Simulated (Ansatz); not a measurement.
## Property card for Ge

The calculation used DFT PBE, scalar-relativistic, plane waves, PAW in Ansatz 0.2.0.

Plane waves to 420 eV, a k mesh through Γ of 24×24×24 on the computed 1-atom cell and Gaussian smearing (0.10 eV); no spin polarisation.

The structure is relaxed at this level of theory with its symmetry kept, and needn't be the ground state of this composition.

```cif
data_structure
_symmetry_space_group_name_H-M 'Fm-3m'
_symmetry_Int_Tables_number 225
_cell_length_a 4.2771
_cell_length_b 4.2771
_cell_length_c 4.2771
_cell_angle_alpha 90.000
_cell_angle_beta 90.000
_cell_angle_gamma 90.000
_cell_volume 78.24
loop_
_atom_site_label
_atom_site_type_symbol
_atom_site_symmetry_multiplicity
_atom_site_Wyckoff_symbol
_atom_site_fract_x
_atom_site_fract_y
_atom_site_fract_z
_atom_site_occupancy
Ge1 Ge 4 b 0.00000 0.50000 0.00000 1
```

* Space group: Fm-3m (No. 225)
* Volume per atom: 19.56 Å³
* Energy over the standard state (uncorrected): +0.328 eV/atom
* Kohn–Sham band gap: none (metal)
* Density of states at the Fermi level: 0.5 states/eV per cell
* Orbital (Löwdin) character within 0.5 eV of the Fermi level: Ge 4p 81 %, Ge 4s 16 %
* Bader charge by site (e): Ge (1 in the cell) 0.00

Another cell of Ge relaxed alike, in Pm-3m, lies 85 meV/atom lower, so this cell isn't the stable form at this level.

The cell was found from a structure generator's guess, not taken from experiment. Löwdin shares on free-atom orbitals overweight diffuse shells.
